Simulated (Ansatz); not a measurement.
Here is an Ansatz 0.2.0 calculation.

Contents of input.yaml:

```yaml
crystal:
  lattice:
    - [4.15, 0.0, 0.0]
    - [-2.075, 3.5940054257, 0.0]
    - [0.0, 0.0, 6.737]
  atoms:
    - { symbol: Cd, position: [0.6666666667, 0.3333333333, 0.5] }
    - { symbol: Cd, position: [0.3333333333, 0.6666666667, 0.0] }
    - { symbol: S, position: [0.6666666667, 0.3333333333, 0.875] }
    - { symbol: S, position: [0.3333333333, 0.6666666667, 0.375] }
hamiltonian:
  xc: pbesol
  pseudopotentials: { kind: paw }
kpoints:
  mp_grid: { grid: [7, 7, 4] }
scf:
  occupations: { method: fermi_dirac, width: 0.05 }
output:
  forces: true
  stress: true
  write_density: true
  write_potential: true
  elf: true
  volumetric_format: npy
relax:
  f_tol: 0.01
  max_steps: 40
  cell: { stress_tol: 0.05 }
```

Potentials or basis: Ansatz PAW.

Run with:

```sh
$ ansatz run input.yaml --threads 2 --pin off --max-ram 5632MiB --backend cpu --events-out ev --progress --plain --runs-dir out
```

(1) What does it give for the space group after relaxing (to 0.05 Å)?

(2) Estimate the band gap on the k mesh.

Answers

(1) P6_3mc (No. 186).

(2) 1.09 eV, direct.

Caveat: odd divisions of the mesh miss points on the zone boundary, where band edges often lie, so the gap on the mesh can be too wide; the plane-wave basis is chosen anew once the cell has moved, so the energies of steps on either side of that aren't comparable.
